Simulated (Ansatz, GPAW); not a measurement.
# Ballistic transport through a Pb chain with two Cu atoms in line, from relaxation to T(E), part 2 of 4

Aim: the conductance of a Pb chain with two Cu atoms in line after relaxation, and whether geometry, basis or functional moves it most.

GPAW 26.7.0 and Ansatz 0.2.0; Ansatz plane waves; relaxation of the junction with the lead ends held (the session's first sound run).

So far. Step 2 (Relaxing the atoms): The relaxation lowered the energy of the cell by 0.163 eV.

### 3. Plane-wave reference (PBE)

A plane-wave run comes first: its basis does not favour the atoms, so it serves as the reference for the orbital bases.

This step: Ansatz plane waves; Landauer transmission by layers, zero bias (Ansatz 0.2.0).

Input file input.yaml:

```yaml
crystal:
  lattice:
    - [9.0, 0.0, 0.0]
    - [0.0, 9.0, 0.0]
    - [0.0, 0.0, 39.3226]
  atoms:
    - { symbol: Pb, position: [0.5, 0.5, 0.0368744691] }
    - { symbol: Pb, position: [0.5, 0.5, 0.1106234074] }
    - { symbol: Pb, position: [0.5, 0.5, 0.1843723457] }
    - { symbol: Pb, position: [0.5, 0.5, 0.2581212839] }
    - { symbol: Pb, position: [0.5861815419, 0.5163619811, 0.3321206895] }
    - { symbol: Pb, position: [0.4686521959, 0.4922600795, 0.4020378628] }
    - { symbol: Cu, position: [0.4953675621, 0.4967897676, 0.4694755553] }
    - { symbol: Cu, position: [0.5040168051, 0.5005489733, 0.5303580161] }
    - { symbol: Pb, position: [0.5243335866, 0.5115442388, 0.5978919268] }
    - { symbol: Pb, position: [0.4195888034, 0.4611950332, 0.6680951526] }
    - { symbol: Pb, position: [0.5, 0.5, 0.7418787161] }
    - { symbol: Pb, position: [0.5, 0.5, 0.8156276543] }
    - { symbol: Pb, position: [0.5, 0.5, 0.8893765926] }
    - { symbol: Pb, position: [0.5, 0.5, 0.9631255309] }
kpoints:
  mp_grid: { grid: [1, 1, 2] }
hamiltonian:
  xc: pbe
scf:
  occupations: { method: fermi_dirac, width: 0.1 }
output:
  transmission:
    leads: [[0, 1]]
    e_range: [-2, 2]
    de: 0.025
    kmesh: [1, 1]
    reduced_basis: true
  write_potential: true
  write_density: true
  volumetric_format: npy
  elf: true
```

On the command line:

```console
$ ansatz run input.yaml --threads 4 --pin off --max-ram 8192MiB --backend cpu --events-out ev --progress --plain --runs-dir out
```

Numbers of over 12 decimals in the logs are rounded to 6 here.

Log:

```text
[...]
Crystal: 14 atoms, lattice volume = 3185.131 Å³
Basis set: ecut = 420 eV, 62143 PW (Γ)
Bands: 124, of which v1, the nominal top of the filled ones, is band 103 counted from 1 (102 counted from 0)
Symmetry: 1 space group operations
[...]
k-points: 2
[...]
SCF iter   1: F=—  HF=-156108.813804 eV  |F-HF|=—  |Δ(HF+E_count)|=         —  Δρ=1.99e-3  dr2=1.82e0  ethr=1.77e-3  ⟨swp⟩=8.5  Hψ=1039  notcnv=0
[...]
SCF iter  11: F=-156108.754328 eV  HF=-156108.754328 eV  |F-HF|=2.18e-9  |Δ(HF+E_count)|=   1.10e-8  Δρ=3.38e-7  dr2=6.51e-9  ethr=4.85e-11  ⟨swp⟩=7.5  Hψ=702  notcnv=0
SCF 1 converged in 11 iterations: F = -156108.754328 eV  dr2 = 6.51e-9
[...]
transmission: 49 of 294 steps passed
transmission: 98 of 294 steps passed
[...]
transmission: 294 of 294 steps passed
WARN: The output density's exchange-correlation potential varies sharply where the density is thin. Do not read a vacuum level from v_tot or v_xc, or from such a field of the output density. On a cell that repeats whose density bears no net charge and no dipole along the vacuum's axis use v_es (v_loc + v_h of the components); under efield.dipole_correction with no amplitude use v_es + v_field, which holds any externa [...]
SCF converged after 11 iterations
Free energy (F): -156108.754328 eV
[...]
Internal energy: -156108.143224 eV  (E = F + TS)
E sigma→0 (E₀):  -156108.448776 eV
Entropy (-TS):   -0.611105 eV (-43.650 meV/atom)
Fermi energy:    -2.285308 eV
[...]
--- Band table (eV) ---
  k-point 0: bands = [... 99 lower, -2.6800, -2.4651, -2.4292, -2.4174, -2.2569, -2.2263, -1.9192, -1.8726, ... 17 higher]
  k-point 1: bands = [... 99 lower, -2.6625, -2.6547, -2.4883, -2.2194, -2.1947, -2.1283, -2.0682, -1.9540, ... 17 higher]
--- Transmission ---
  basis      : 717 plane waves across, 49 finite elements along
  points     : 1, standing for a mesh of 1 x 1
  filling    : by the input's occupations and mesh, since the crystals that have channels conduct as metals do. If one of these is a semiconductor, that mesh has misplaced its level
  energies   : 161 from -2.000000 to 2.000000 eV about the Fermi level, 0.025000 eV apart; the leads are filled to 0.000000 eV, and channels, transmission and decay are at 0.000000 eV
  crystal 0  : Pb1, at the sites [0, 1], period 2.9000 Å, over 23.20 Å; its Hamiltonian steps by up to 21.5 meV
    offset         : up to 0.0000 Å between an atom of the period and one for which it stands
    filled         : 12.2 meV over the level at which it is neutral
    channels       : 3.000000e0 a spin
    conductance    : 2.8697e14 S/m² at 300 K; may be off by some 0.0 % by where its bands' edges are placed, 0.0 % from the distance to neutral
  junction   : crystal 0 to crystal 0, -0.00 to 36.42 Å
    transmission   : 1.043031e0 a spin
    error estimate : 1.380769e-4 a spin from the reduction of the transverse basis, at the most 8.652053e-4 at -0.575000 eV
    conductance    : 9.9122e13 S/m² at 300 K (9.9125e13 on every other energy)
    error estimate : 0.0 % from the energy spacing and 0.0 % from band edges of the leads and from resonances (wavevectors taken as independent; lower de), 0.0 % from the reduction of the transverse basis, 3.4 % from the steps of its leads' Hamiltonians or their offsets (lay more layers), 0.9 % from the distance to neutral
    resistance     : 6.6039e-3 Ω µm² beyond half of each lead's own
```

Run time: 1.8 min. Hardware: 4 threads of Intel Xeon Platinum 8488C (Sapphire Rapids), shared host; peak memory 4.3 GiB; 5.1 min of CPU time.

Numbers from this step:

```yaml
free_energy: -156108.7543 eV
lead_level: 0 eV from the Fermi level
transmission_at_the_fermi_level_one_spin: 1.043
open_channels_of_the_lead_at_the_fermi_level_one_spin: 3
step_of_the_potential_along_the_lead: 21.5 meV
offset_of_the_lead: 0 Å
filling_of_the_lead_less_its_bulk_value_in_size: 12.2 meV
conductance: 1.036 G₀
```

One spin. Transmission, zone mean against energy, zero at the Fermi level:

energy (eV), transmission, zone mean and a bar:
```
   -2.000       0.56 ###############
   -1.925       0.97 ##########################
   -1.900       0.65 ##################
   -1.800       0.45 ############
   -1.700       0.73 ####################
   -1.600       0.89 ########################
   -1.525       0.93 #########################
   -1.500       0.92 #########################
   -1.400       0.45 ############
   -1.300       0.09 ##
   -1.200       0.02 
   -1.100       0.15 ####
   -1.000       0.86 #######################
   -0.975       0.99 ###########################
   -0.900       0.70 ###################
   -0.800       0.32 ########
   -0.700       0.42 ###########
   -0.600       0.74 ####################
   -0.500       0.87 ########################
   -0.400       0.96 ##########################
   -0.300       1.03 ############################
   -0.200       1.08 ##############################
   -0.125       1.09 ##############################
   -0.100       1.09 ##############################
    0.000       1.04 #############################
    0.100       0.93 ##########################
    0.200       0.80 ######################
    0.300       0.69 ###################
    0.400       0.61 #################
    0.500       0.57 ###############
    0.600       0.55 ###############
    0.700       0.54 ###############
    0.800       0.56 ###############
    0.900       0.58 ################
    1.000       0.62 #################
    1.100       0.67 ##################
    1.200       0.74 ####################
    1.275       0.94 ##########################
    1.300       0.67 ##################
    1.400       0.79 ######################
    1.500       0.82 ######################
    1.600       0.84 #######################
    1.700       0.83 #######################
    1.800       0.83 #######################
    1.900       0.81 ######################
    2.000       0.80 ######################
```

One spin. Table of open channels, zone mean by energy, zero at the Fermi level:

| energy (eV) | open channels, zone mean |
| --- | --- |
| -2.000 | 1 |
| -1.900 | 1 |
| -1.800 | 1 |
| -1.700 | 1 |
| -1.600 | 1 |
| -1.500 | 1 |
| -1.400 | 1 |
| -1.300 | 1 |
| -1.200 | 1 |
| -1.100 | 1 |
| -1.000 | 1 |
| -0.900 | 1 |
| -0.800 | 1 |
| -0.700 | 3 |
| -0.600 | 3 |
| -0.500 | 3 |
| -0.400 | 3 |
| -0.300 | 3 |
| -0.200 | 3 |
| -0.100 | 3 |
| 0.000 | 3 |
| 0.100 | 3 |
| 0.200 | 3 |
| 0.300 | 3 |
| 0.400 | 3 |
| 0.500 | 3 |
| 0.600 | 3 |
| 0.700 | 3 |
| 0.800 | 3 |
| 0.900 | 3 |
| 1.000 | 3 |
| 1.100 | 3 |
| 1.200 | 3 |
| 1.300 | 3 |
| 1.400 | 3 |
| 1.500 | 3 |
| 1.600 | 3 |
| 1.700 | 3 |
| 1.800 | 3 |
| 1.900 | 3 |
| 2.000 | 3 |

Crystal 0, spin -, k parallel (0, 0); distinct values, listed up to 1.5 1/Å. Table of Im kz of the slowest decaying states by energy, zero at the Fermi level:

| energy (eV) | decay 1 (Å⁻¹) | decay 2 (Å⁻¹) | decay 3 (Å⁻¹) | decay 4 (Å⁻¹) |
| --- | --- | --- | --- | --- |
| -2.000 | 0.511 | 0.512 | 1.16 | 1.29 |
| -1.800 | 0.472 | 0.472 | 1.13 | 1.27 |
| -1.600 | 0.428 | 0.428 | 1.11 | 1.25 |
| -1.400 | 0.379 | 0.379 | 1.08 | 1.22 |
| -1.200 | 0.320 | 0.320 | 1.06 | 1.20 |
| -1.000 | 0.246 | 0.247 | 1.03 | 1.18 |
| -0.800 | 0.136 | 0.136 | 1.01 | 1.16 |
| -0.600 | 0.979 | 1.13 | 1.19 | 1.19 |
| -0.400 | 0.951 | 1.11 | 1.18 | 1.18 |
| -0.200 | 0.922 | 1.08 | 1.16 | 1.16 |
| 0.000 | 0.893 | 1.06 | 1.14 | 1.14 |
| 0.200 | 0.862 | 1.03 | 1.12 | 1.12 |
| 0.400 | 0.830 | 1.01 | 1.10 | 1.10 |
| 0.600 | 0.797 | 0.980 | 1.07 | 1.07 |
| 0.800 | 0.762 | 0.952 | 1.05 | 1.05 |
| 1.000 | 0.726 | 0.924 | 1.03 | 1.03 |
| 1.200 | 0.687 | 0.894 | 1.01 | 1.01 |
| 1.400 | 0.647 | 0.864 | 0.984 | 0.984 |
| 1.600 | 0.604 | 0.832 | 0.960 | 0.960 |
| 1.800 | 0.557 | 0.800 | 0.935 | 0.935 |
| 2.000 | 0.507 | 0.765 | 0.909 | 0.909 |

Crystal 0, spin -, k parallel (0, 0). The Re kz of states that move upwards by energy, zero at the Fermi level:

| energy (eV) | channel 1 (Å⁻¹) | channel 2 (Å⁻¹) | channel 3 (Å⁻¹) |
| --- | --- | --- | --- |
| -2.000 | -0.984 | - | - |
| -1.900 | -0.971 | - | - |
| -1.800 | -0.958 | - | - |
| -1.700 | -0.946 | - | - |
| -1.600 | -0.935 | - | - |
| -1.500 | -0.924 | - | - |
| -1.400 | -0.914 | - | - |
| -1.300 | -0.904 | - | - |
| -1.200 | -0.894 | - | - |
| -1.100 | -0.884 | - | - |
| -1.000 | -0.875 | - | - |
| -0.900 | -0.866 | - | - |
| -0.800 | -0.857 | - | - |
| -0.700 | -0.848 | 0.0553 | 0.0557 |
| -0.600 | -0.839 | 0.157 | 0.157 |
| -0.500 | -0.831 | 0.216 | 0.216 |
| -0.400 | -0.822 | 0.262 | 0.262 |
| -0.300 | -0.814 | 0.302 | 0.302 |
| -0.200 | -0.805 | 0.337 | 0.337 |
| -0.100 | -0.797 | 0.369 | 0.369 |
| 0.000 | -0.789 | 0.399 | 0.399 |
| 0.100 | -0.781 | 0.427 | 0.427 |
| 0.200 | -0.773 | 0.453 | 0.453 |
| 0.300 | -0.765 | 0.479 | 0.479 |
| 0.400 | -0.757 | 0.503 | 0.503 |
| 0.500 | -0.749 | 0.526 | 0.526 |
| 0.600 | -0.742 | 0.549 | 0.549 |
| 0.700 | -0.734 | 0.571 | 0.571 |
| 0.800 | -0.726 | 0.592 | 0.592 |
| 0.900 | -0.719 | 0.613 | 0.613 |
| 1.000 | -0.711 | 0.634 | 0.634 |
| 1.100 | -0.704 | 0.654 | 0.654 |
| 1.200 | -0.696 | 0.674 | 0.674 |
| 1.300 | -0.689 | 0.694 | 0.694 |
| 1.400 | -0.682 | 0.713 | 0.713 |
| 1.500 | -0.674 | 0.732 | 0.732 |
| 1.600 | -0.667 | 0.751 | 0.751 |
| 1.700 | -0.660 | 0.770 | 0.770 |
| 1.800 | -0.652 | 0.790 | 0.790 |
| 1.900 | -0.645 | 0.809 | 0.809 |
| 2.000 | -0.638 | 0.828 | 0.828 |

The electrostatic potential energy of an electron (with the applied field's), less the Fermi level, planar mean oscillates, so the rows of the table below give means over windows of 2.91 Å about each position, cut where the curve ends. Its maxima inside the range that stand out by 2 % of the span (Å: eV): 2.9: 3.86, 5.8: 3.87, 8.7: 3.83, 11.7: 3.80, 14.4: 3.70, 17.3: 3.94, 19.7: 4.27, 22.0: 3.94, 24.9: 3.71, 27.7: 3.80, 30.6: 3.83, 33.5: 3.87, 36.4: 3.86. Its minima: 1.5: 2.04, 4.4: 2.04, 7.3: 2.05, 10.2: 1.97, 13.1: 2.00, 15.9: 1.86, 18.5: 2.87, 20.8: 2.87, 23.4: 1.86, 26.2: 2.01, 29.1: 1.97, 32.0: 2.05, 35.0: 2.04, 37.9: 2.04.

Table of electrostatic potential energy of an electron (with the applied field's), less the Fermi level, planar mean by z; means over each step:

z (Å), electrostatic potential energy of an electron (with the applied field's), less the Fermi level, planar mean (eV) and a bar from the least value:
```
     1.46       2.94 #######
     4.37       2.94 #######
     7.28       2.94 #######
    10.19       2.87 #####
    13.10       2.87 #####
    16.01       2.83 ###
    18.91       3.62 ##############################
    21.83       3.21 ################
    24.73       2.73 
    27.65       2.87 #####
    30.55       2.90 ######
    33.47       2.94 #######
    36.38       2.93 #######
```

The valence density, planar mean oscillates, so the rows of the table below give means over windows of 2.91 Å about each position, cut where the curve ends. Its maxima inside the range that stand out by 2 % of the span (Å: e/Å³): 1.5: 0.141, 4.4: 0.141, 7.3: 0.141, 10.2: 0.140, 13.1: 0.140, 15.9: 0.138, 18.5: 0.328, 20.8: 0.329, 23.4: 0.138, 26.2: 0.140, 29.1: 0.140, 32.0: 0.141, 35.0: 0.141, 37.9: 0.141. Its minima: 2.9: 0.0144, 5.8: 0.0144, 8.7: 0.0146, 11.7: 0.0143, 14.4: 0.0174, 17.3: 0.0130, 19.7: 0.0125, 22.0: 0.0130, 24.9: 0.0172, 27.7: 0.0145, 30.6: 0.0146, 33.5: 0.0144, 36.4: 0.0144.

The valence density, planar mean by z; means over each step:

| z (Å) | valence density, planar mean (e/Å³) |
| --- | --- |
| 1.46 | 0.0595 |
| 4.37 | 0.0594 |
| 7.28 | 0.0595 |
| 10.19 | 0.0593 |
| 13.10 | 0.0601 |
| 16.01 | 0.0588 |
| 18.91 | 0.0866 |
| 21.83 | 0.0936 |
| 24.73 | 0.0659 |
| 27.65 | 0.0598 |
| 30.55 | 0.0599 |
| 33.47 | 0.0599 |
| 36.38 | 0.0599 |

Electrostatic potential energy in the ca plane at fractional y = 0.497, with atoms of Pb and Cu within 0.2 Å of it. With pseudopotentials it is smooth inside the atoms' cores, unlike the true potential.

Ten even steps from '0' (-45 eV) to '9' (2 eV), each cell a mean:
```
99999999999999999999999999999999999999999999
99999999999999999999999999999999999999999999
99999999999999999999999999999999999999999999
99999999999999999999999999999999999999999999
99999999999999999999999999999999999999999999
99999999999999999999999999999999999999999999
99999999988788999999999999999999999999999999
99999999863136899999999999999999999999988899
98878899720102799988999999999999999998754689
86323688611311688766789987679997557897300158
72010278710101687311378851027873003786012027
60131068851015885011048830004861001685023017
61121178886668883033028830005872002787200048
84101489999899985011048863237986336898632478
98656899999999997311378998789999889999888889
99888999999999998877789999999999999999999999
99999999999999999998999999999999999999999999
99999999999999999999999999999999999999999999
99999999999999999999999999999999999999999999
99999999999999999999999999999999999999999999
99999999999999999999999999999999999999999999
99999999999999999999999999999999999999999999
99999999999999999999999999999999999999999999
99999999999999999999999999999999999999999999
```
Columns run along c (16.0 Å, from fractional 0.23 to 0.64 of the cell; values clipped at the 3rd and 97th percentile), rows up along a (9.0 Å). Atoms in or near the plane, at fractional coordinates: Pb at (0.26, 0.50), Pb at (0.33, 0.59), Pb at (0.40, 0.47), Cu at (0.47, 0.50), Cu at (0.53, 0.50), Pb at (0.60, 0.52).

ELF in the ca plane at fractional y = 0.497, with atoms of Pb and Cu within 0.2 Å of it. It is the smooth field of the valence electrons, not physical close to the nuclei.

Ten even steps from '0' (0.00) to '9' (0.80), each cell a mean:
```
00000000000000000000000000000000000000000000
00000000000000000000000000000000000000000000
00000000011111100000000000000000000000000000
11000001122322211000000000000000000000000000
21111112344444322110000000000000000000011111
32222123455555433211000011111111110001122332
33333224555555543221111112222222221112344444
44444334555555554322222222222322222234445555
44444434552124544333334322223332222345555555
44444444441014444344444322222322222245533455
44212444442024444444444323432322552245300145
43000444444344444311344226952223993244300144
44101444444444454200144225842323663244422344
45434554433334455311354322322322222244444444
44555554333334555544554322222332222344444344
45555543322223455555544322222332222333333334
34454432211122345554432222222222222221222234
23333221111112233443321111111111111111111233
12222110000001122222110000000000000000001123
11110000000000001110000000000000000000000112
00000000000000000000000000000000000000000001
00000000000000000000000000000000000000000000
00000000000000000000000000000000000000000000
00000000000000000000000000000000000000000000
```
Columns run along c (16.0 Å, from fractional 0.23 to 0.64 of the cell), rows up along a (9.0 Å). Atoms in or near the plane, at fractional coordinates: Pb at (0.26, 0.50), Pb at (0.33, 0.59), Pb at (0.40, 0.47), Cu at (0.47, 0.50), Cu at (0.53, 0.50), Pb at (0.60, 0.52).

Valence density in the ca plane at fractional y = 0.497, with atoms of Pb and Cu within 0.2 Å of it. It is the smooth field of the valence electrons, not physical close to the nuclei.

Ten steps, logarithmic in the rise over the least value, from '0' (0 e/Å³) to '9' (43 e/Å³), each cell a mean:
```
00000000000000000000000000000000000000000000
00000000000000000000000000000000000000000000
00000000000000000000000000000000000000000000
00000000000000000000000000000000000000000000
00000000000000000000000000000000000000000000
00000000000000000000000000000000000000000000
00000000001110000000000000000000000000000000
00000000012321000000000000000000000000000000
00010000124542100000000000000000000000112100
01232100135653100111100001210001221001244320
12454211135553111233210125641114774111356531
13565311123332112455421148973126995212456531
13565310001111012466521137972115884111345421
12343210000000002455421014531012332000122210
01111100000000001233210001110000000000000000
00000000000000000011100000000000000000000000
00000000000000000000000000000000000000000000
00000000000000000000000000000000000000000000
00000000000000000000000000000000000000000000
00000000000000000000000000000000000000000000
00000000000000000000000000000000000000000000
00000000000000000000000000000000000000000000
00000000000000000000000000000000000000000000
00000000000000000000000000000000000000000000
```
Columns run along c (16.0 Å, from fractional 0.23 to 0.64 of the cell), rows up along a (9.0 Å). Atoms in or near the plane, at fractional coordinates: Pb at (0.26, 0.50), Pb at (0.33, 0.59), Pb at (0.40, 0.47), Cu at (0.47, 0.50), Cu at (0.53, 0.50), Pb at (0.60, 0.52).

T at the Fermi level is 1.04 of 3 open channels a spin, without spin-orbit coupling, which is large for these atoms.

(Part 2 of 4 ends here.)

[Logs are printed without paths, hosts, clocks, repeated set-up lines and the standing remarks that a program may print on its own settings, such as how far it seeks lower states.]

[Hosts, paths, dates, database ids (printed as entryN), source tags and the programs' standing remarks are cut or masked in the printed files.]
